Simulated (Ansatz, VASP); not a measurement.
# Si55C53 (Si_C2) in two plane-wave programs, part 2 of 3

Aim: how closely do two programs agree when they are given the same cell, functional and k mesh? Of the first pair: The structure shown is the start of the Ansatz relaxation below; VASP solves that cell, so the two are compared at the walk's first step.

VASP 6.6.1 and Ansatz 0.2.0.

So far: The structure; Ansatz: relaxation, r2SCAN.

## Step 3: VASP: single point, r2SCAN, start cell, pair 1

Level of this step: r2SCAN, spin-polarised from a ferromagnetic start; plane waves and PAW (Si, C) (VASP).

The same cell, functional and mesh now go to VASP, with its own data sets.

Lines of VASP's logs that name or quote its potential files are left out, and so is its time.

Contents of INCAR:

```
SYSTEM = Si55C53
PREC = Accurate
ENCUT = 580
EDIFF = 1E-06
NELM = 200
ISMEAR = 0
SIGMA = 0.01
LREAL = Auto
ALGO = Normal
METAGGA = R2SCAN
LASPH = .TRUE.
NELECT = 431
NBANDS = 291
ISPIN = 2
MAGMOM = -0 0 -0 0 -0 0 -0 0 -0 0 -0 0 0 0.01 -0 0 -0 0 0 0.01 -0 0 -0 0 -0 0.01 -0 0 -0 0 0 0.03 -0 0 -0 0 -0 0 -0 0 -0 0 -0 -0 -0 0 -0 0 -0 0.01 -0 0 -0 -0 0.12 0 0.01 0 0 0 0 0 0 0 0 0 0 0 0.05 0 0 0 0 0 0 0 0 0.01 0 0 0.01 0 0.01 0 -0 0 0.06 0 0.03 0.01 0.01 0 0.06 0 0 0 0 0 0.05 0 0 -0 0 0 -0 0.01 0 0
LORBIT = 11
LWAVE = .FALSE.
LCHARG = .FALSE.
ISIF = 2
ISYM = 0
NUPDOWN = 1
GGA_COMPAT = .FALSE.
LMIXTAU = .TRUE.
```

Contents of POSCAR:

```
Si55C53
1.0
    9.2359949282      0.0000000000      0.0000000000
   -4.6179974641      7.9986062370      0.0000000000
    0.0000000000      0.0000000000     15.1078644027
Si C
55 53
Direct
    0.1051435148      0.2200819678      0.8338251300
    0.2263081035      0.1090595004      0.3330734819
[... 2 atom lines left out ...]
    0.9964627074      0.0023769141      0.5007338429
[... 2 atom lines left out ...]
    0.2244341986      0.4450236572      0.3360639773
[... 5 atom lines left out ...]
    0.2260493929      0.7835638878      0.3341002319
[... 1 atom line left out ...]
    0.1145527375      0.8911145003      0.1637555073
    0.0030152061      0.6708553767      0.5021137202
[... 2 atom lines left out ...]
    0.5585505424      0.1159311976      0.3309087153
[... 1 atom line left out ...]
    0.4460906930      0.2276307829      0.1680291756
[... 3 atom lines left out ...]
    0.5518254299      0.4439265911      0.3355101598
    0.5524687663      0.4464720345      0.6646258354
    0.4387984285      0.5516464831      0.1652452612
    0.3375849953      0.3374352881      0.4976185118
[... 2 atom lines left out ...]
    0.5524741890      0.7784737510      0.3304512714
    0.5521139936      0.7803215729      0.6655865933
    0.4392240231      0.8837083350      0.1655818409
    0.3304901865      0.6613632229      0.4979744853
[... 2 atom lines left out ...]
    0.8930850878      0.1092281548      0.3332925069
[... 2 atom lines left out ...]
    0.6622206911      0.9955712284      0.5016182829
[... 2 atom lines left out ...]
    0.8844679773      0.4407511628      0.3308282936
[... 1 atom line left out ...]
    0.7722925127      0.5553885100      0.1663010690
    0.6715462367      0.3325683152      0.5003862756
[... 2 atom lines left out ...]
    0.8929506898      0.7837537959      0.3322701254
    0.8859379131      0.7810610768      0.6662806027
    0.7761076861      0.8829863342      0.1657434124
    0.6668723798      0.6721354747      0.5001470624
[... 1 atom line left out ...]
    0.6625330837      0.6612323251      0.3757545639
[... 1 atom line left out ...]
    0.0038118339      0.0044805306      0.3764651872
[... 1 atom line left out ...]
    0.2163268340      0.1095792159      0.2086763500
[... 5 atom lines left out ...]
    0.2187236679      0.4413288885      0.2053842898
    0.2195100969      0.4467070755      0.5395292003
[... 2 atom lines left out ...]
    0.9957303464      0.6614889949      0.3759106415
[... 11 atom lines left out ...]
    0.3298609508      0.3335727402      0.3768396941
[... 1 atom line left out ...]
    0.5514269291      0.4449585208      0.2060755853
    0.5570139571      0.4477705107      0.5443278269
[... 2 atom lines left out ...]
    0.3332988434      0.6698419501      0.3770396562
[... 1 atom line left out ...]
    0.5544463254      0.7745754468      0.2051703614
    0.5550273459      0.7826558546      0.5405323203
[... 2 atom lines left out ...]
    0.6695276807      0.9966215364      0.3742411137
[... 1 atom line left out ...]
    0.8830663659      0.1093576773      0.2089709648
    0.8897815009      0.1168516079      0.5410238524
[... 2 atom lines left out ...]
    0.6619229129      0.3280297745      0.3731696850
[... 1 atom line left out ...]
    0.8926838158      0.4420513894      0.2078055453
    0.8880651965      0.4395395767      0.5433223903
[... 3 atom lines left out ...]
    0.8848327590      0.7733267293      0.2100331930
    0.8898885786      0.7810890816      0.5387502021
    0.7739428944      0.8908642067      0.0404480067
```

Contents of KPOINTS:

```
Points of the shifted mesh
1
Reciprocal
 0.2500000000  0.2500000000  0.2500000000 1
```

PAW data sets: Si and C (PBE family, release 64).

On the command line:

```console
$ export OMP_NUM_THREADS=4
$ mpirun -np 1 vasp_std
```

Numbers of over 12 decimals in the logs are rounded to 6 here.

Output:

```text
[banner, memory and clock lines left out]
running    1 mpi-ranks, on    1 nodes
[...]
Offloading initialized ...    1 GPUs detected
[...]
|                                                                             |
|               ----> ADVICE to this user running VASP <----                  |
|                                                                             |
|     You enforced a specific xc type in the INCAR file but a different       |
|     [... a line on the potential file left out ...]
|     I HOPE YOU KNOW WHAT YOU ARE DOING!                                     |
|                                                                             |

 LDA part: xc-table for (None), standard interpolation
 POSCAR, INCAR and KPOINTS ok, starting setup
[...]
entering main loop
       N       E                     dE             d eps       ncg     rms          rms(c)
DAV:   1     0.121717322138E+04    0.12172E+04   -0.21697E+05  1164   0.151E+03
DAV:   2    -0.103578848523E+04   -0.22530E+04   -0.21282E+04  1426   0.257E+02
DAV:   3    -0.119617964143E+04   -0.16039E+03   -0.15856E+03  1424   0.635E+01
DAV:   4    -0.119987903044E+04   -0.36994E+01   -0.36831E+01  1416   0.105E+01
DAV:   5    -0.119997912459E+04   -0.10009E+00   -0.99912E-01  1408   0.164E+00BRMIX: very serious problems
 the old and the new charge density differ
 old charge density:   432.00000 new  431.00000
    0.677E+01
DAV:   6    -0.104065699752E+04    0.15932E+03   -0.23861E+02  1336   0.214E+01    0.387E+01
DAV:   7    -0.104223825839E+04   -0.15813E+01   -0.33676E+01  1432   0.850E+00    0.169E+01
DAV:   8    -0.104275809656E+04   -0.51984E+00   -0.24563E+00  1408   0.287E+00    0.483E+00
DAV:   9    -0.104276513439E+04   -0.70378E-02   -0.41106E-01  1416   0.154E+00    0.208E+00
[...]
DAV:  16    -0.104279638184E+04   -0.59824E-05   -0.11174E-04  1400   0.204E-02    0.193E-02
DAV:  17    -0.104279638408E+04   -0.22391E-05   -0.24429E-05  1352   0.932E-03    0.891E-03
DAV:  18    -0.104279638350E+04    0.58130E-06   -0.35141E-06  1032   0.355E-03
   1 F= -.10427964E+04 E0= -.10427964E+04  d E =-.440320E-12  mag=     0.9976
```

From OUTCAR (step 3):

```text
  FREE ENERGIE OF THE ION-ELECTRON SYSTEM (eV)
  ---------------------------------------------------
  free  energy   TOTEN  =     -1042.7963834987 eV

  energy  without entropy=    -1042.7963834987  energy(sigma->0) =    -1042.79638350

 magnetization (x)
# of ion       s       p       d       tot
------------------------------------------
    1       -0.000   0.000   0.000   0.000
    2       -0.001   0.000   0.000  -0.000
    3       -0.000   0.000   0.000  -0.000
    4       -0.000   0.001   0.000   0.000
    5       -0.001  -0.000   0.000  -0.001
    6       -0.000   0.000   0.000   0.000
    7       -0.000  -0.000   0.000  -0.000
    8       -0.001  -0.000   0.000  -0.001
    9       -0.000   0.000   0.000   0.000
   10       -0.000   0.001   0.000   0.000
   11       -0.000   0.000   0.000   0.000
   12       -0.000   0.000   0.000   0.000
   13       -0.000   0.000   0.000   0.000
[...]
--------------------------------------------------
tot          0.011   0.602   0.000   0.613
```

The run ends at a pressure of 2.93 GPa, with forces up to 13 eV/Å.

## Step 4: Side by side

Known differences besides the potentials themselves: VASP starts from the moments at which Ansatz ended; VASP keeps PBE cores, Ansatz makes them for the functional; fixed occupations in Ansatz, narrow Gaussian smearing in VASP; the cutoff is 500 eV in Ansatz and 580 eV in VASP (PREC = Accurate, projectors in real space). Total energies have different zeros and are not compared.

Forces on 7 of the 108 atoms, those with the largest forces and the largest differences (eV/Å; atoms numbered as in POSCAR):

```
atom          Ansatz x, y, z            VASP x, y, z
Si26  0.162, -11.991, -5.089  0.164, -11.836, -5.030
Si32   -6.664, 4.082, -2.815   -6.602, 4.040, -2.786
Si50    6.419, 3.261, -1.896    6.360, 3.230, -1.879
Si53   0.053, -0.078, 11.272   0.049, -0.081, 11.142
Si55    0.719, 3.969, -1.501    0.712, 3.886, -1.476
 C74   -0.178, -2.207, 0.131   -0.178, -2.202, 0.130
 C82    -2.148, 0.852, 0.271    -2.137, 0.847, 0.266
```

The forces differ by 15 meV/Å r.m.s., which is 1.0 % of the r.m.s. force of 1.407 eV/Å (both taken over all components). Moments aren't recorded for both runs of this pair, so they may hold unlike magnetic states. The cell carries a charge of +1 e against a uniform background, so its pressure also hangs on how the neutralising background is counted, and in a defect's cell a gap may be the spacing between its levels.

## Step 5: Ansatz: relaxation, r2SCAN

This run makes the geometry at which the two programs are then compared.

The structure compared here is the end of the Ansatz relaxation.

Contents of input.yaml:

```yaml
crystal:
  lattice:
    - [9.23599493, 0.0, 0.0]
    - [-4.61799746, 7.99860624, 0.0]
    - [0.0, 0.0, 15.1078644]
  atoms:
    - { symbol: Si, position: [0.11111111, 0.22222222, 0.8329854] }
    - { symbol: Si, position: [0.22222222, 0.11111111, 0.3329854] }
[... 2 atom lines left out ...]
    - { symbol: Si, position: [0.0, 0.0, 0.49972248] }
[... 2 atom lines left out ...]
    - { symbol: C, position: [0.0, 0.0, 0.37436694] }
[... 5 atom lines left out ...]
    - { symbol: Si, position: [0.22222222, 0.44444444, 0.3329854] }
[... 1 atom line left out ...]
    - { symbol: Si, position: [0.11111111, 0.55555556, 0.16650102] }
    - { symbol: Si, position: [0.0, 0.33333333, 0.49972248] }
[... 2 atom lines left out ...]
    - { symbol: C, position: [0.0, 0.33333333, 0.37436694] }
[... 1 atom line left out ...]
    - { symbol: C, position: [0.22222222, 0.44444444, 0.20799668] }
[... 3 atom lines left out ...]
    - { symbol: Si, position: [0.22222222, 0.77777778, 0.3329854] }
    - { symbol: Si, position: [0.22222222, 0.77777778, 0.66650102] }
    - { symbol: Si, position: [0.11111111, 0.88888889, 0.16650102] }
    - { symbol: Si, position: [0.0, 0.66666667, 0.49972248] }
[... 2 atom lines left out ...]
    - { symbol: C, position: [0.0, 0.66666667, 0.37436694] }
    - { symbol: C, position: [0.11111111, 0.88888889, 0.70799668] }
    - { symbol: C, position: [0.22222222, 0.77777778, 0.20799668] }
    - { symbol: C, position: [0.22222222, 0.77777778, 0.54152848] }
[... 2 atom lines left out ...]
    - { symbol: Si, position: [0.55555556, 0.11111111, 0.3329854] }
[... 2 atom lines left out ...]
    - { symbol: Si, position: [0.33333333, 0.0, 0.49972248] }
[... 2 atom lines left out ...]
    - { symbol: C, position: [0.33333333, 0.0, 0.37436694] }
[... 1 atom line left out ...]
    - { symbol: C, position: [0.55555556, 0.11111111, 0.20799668] }
    - { symbol: C, position: [0.55555556, 0.11111111, 0.54152848] }
[... 2 atom lines left out ...]
    - { symbol: Si, position: [0.55555556, 0.44444444, 0.3329854] }
    - { symbol: Si, position: [0.55555556, 0.44444444, 0.66650102] }
    - { symbol: Si, position: [0.44444444, 0.55555556, 0.16650102] }
    - { symbol: Si, position: [0.33333333, 0.33333333, 0.49972248] }
[... 1 atom line left out ...]
    - { symbol: C, position: [0.33333333, 0.33333333, 0.87436694] }
[... 1 atom line left out ...]
    - { symbol: C, position: [0.44444444, 0.55555556, 0.70799668] }
[... 5 atom lines left out ...]
    - { symbol: Si, position: [0.55555556, 0.77777778, 0.66650102] }
[... 1 atom line left out ...]
    - { symbol: Si, position: [0.33333333, 0.66666667, 0.49972248] }
    - { symbol: Si, position: [0.33333333, 0.66666667, 0.99972248] }
[... 2 atom lines left out ...]
    - { symbol: C, position: [0.44444444, 0.88888889, 0.70799668] }
[... 11 atom lines left out ...]
    - { symbol: C, position: [0.77777778, 0.22222222, 0.70799668] }
[... 1 atom line left out ...]
    - { symbol: C, position: [0.88888889, 0.11111111, 0.54152848] }
    - { symbol: C, position: [0.77777778, 0.22222222, 0.04152848] }
[... 2 atom lines left out ...]
    - { symbol: Si, position: [0.88888889, 0.44444444, 0.66650102] }
[... 1 atom line left out ...]
    - { symbol: Si, position: [0.66666667, 0.33333333, 0.49972248] }
    - { symbol: Si, position: [0.66666667, 0.33333333, 0.99972248] }
[... 2 atom lines left out ...]
    - { symbol: C, position: [0.77777778, 0.55555556, 0.70799668] }
[... 1 atom line left out ...]
    - { symbol: C, position: [0.88888889, 0.44444444, 0.54152848] }
    - { symbol: C, position: [0.77777778, 0.55555556, 0.04152848] }
[... 2 atom lines left out ...]
    - { symbol: Si, position: [0.88888889, 0.77777778, 0.66650102] }
[... 1 atom line left out ...]
    - { symbol: Si, position: [0.66666667, 0.66666667, 0.49972248] }
    - { symbol: Si, position: [0.66666667, 0.66666667, 0.99972248] }
[... 3 atom lines left out ...]
    - { symbol: C, position: [0.88888889, 0.77777778, 0.20799668] }
    - { symbol: C, position: [0.88888889, 0.77777778, 0.54152848] }
    - { symbol: C, position: [0.77777778, 0.88888889, 0.04152848] }
  host:
    repeats: [3, 3, 1]
    atoms:
      - { symbol: Si, position: [0.33333333, 0.66666667, 0.8329854] }
      - { symbol: Si, position: [0.66666667, 0.33333333, 0.3329854] }
      # ... 10 more atoms of the perfect host
total_charge: 1
basis:
  ecutwfc: 500
  xc_grid: 2
hamiltonian:
  xc: r2scan
  pseudopotentials: { kind: paw, azcp: { folder: soft_1 } }
kpoints:
  mp_grid: { grid: [1, 1, 1], shift: [0.25, 0.25, 0.25] }
magnetization:
  spin_polarized: true
  initial_magnetization: 1
  spin_locking: { lock_magnetization: hard }
scf:
  occupations: { method: fixed }
  max_iter: 100
output:
  forces: true
  charged_corrections:
    epsilon: [7.09, 7.09, 7.35]
    static_epsilon: [10.43, 10.43, 10.95]
    defect_position: [0.666667, 0.666667, 0.374367]
relax:
  f_tol: 0.02
  max_steps: 80
  random_displacement: { amplitude: 0.05, seed: 248 }
checkpoint:
  write: "../qp1_M1.relax.run"
  compress: false
  write_wavefunctions: true
  write_every: 100000
```

On the command line:

```console
$ ansatz run input.yaml --threads 8 --pin off --max-ram 15073MiB --backend cpu --events-out ev --progress --plain --runs-dir out
```

Output:

```text
[...]
Crystal: 108 atoms, lattice volume = 1116.095 Å³
Basis set: ecut = 500 eV, 28399 PW (Γ), exchange–correlation on 144×144×240 points (8 copies of the dense FFT grid, shifted against one another)
Bands: 324, of which v1, the nominal top of the filled ones, is band 216 counted from 1 (215 counted from 0)
Symmetry: 1 space group operations
k-points: 1
[...]
Starting moments: Σ|m| = 1 μB on 108 of 108 sites
[...]
- { symbol: C, position: [0.000347932, 0.332268, 0.874228] }
    - { symbol: C, position: [-0.00177798, 0.334401, 0.374274] }
[...]
- { symbol: Si, position: [0.779047, 0.890674, 0.164388] }
    - { symbol: Si, position: [0.666358, 0.666241, 0.519422] }
    - { symbol: Si, position: [0.666688, 0.665927, 0.999088] }
[...]
- { symbol: Si, position: [0.666975, 0.665783, 0.376300] }
    - { symbol: C, position: [0.777950, 0.888757, 0.709078] }
    - { symbol: C, position: [0.893356, 0.780778, 0.202833] }
    - { symbol: C, position: [0.894196, 0.781029, 0.546706] }
    - { symbol: C, position: [0.777890, 0.888760, 0.040577] }
```

[end of part 2 of 3]

[Lines on the potential files, build, host, timing and source positions are cut from VASP's logs without a mark.]

[Logs are printed without paths, hosts, clocks, repeated set-up lines and the standing remarks that a program may print on its own settings, such as how far it seeks lower states.]

[Hosts, paths, dates, database ids (printed as entryN), source tags and the programs' standing remarks are cut or masked in the printed files.]
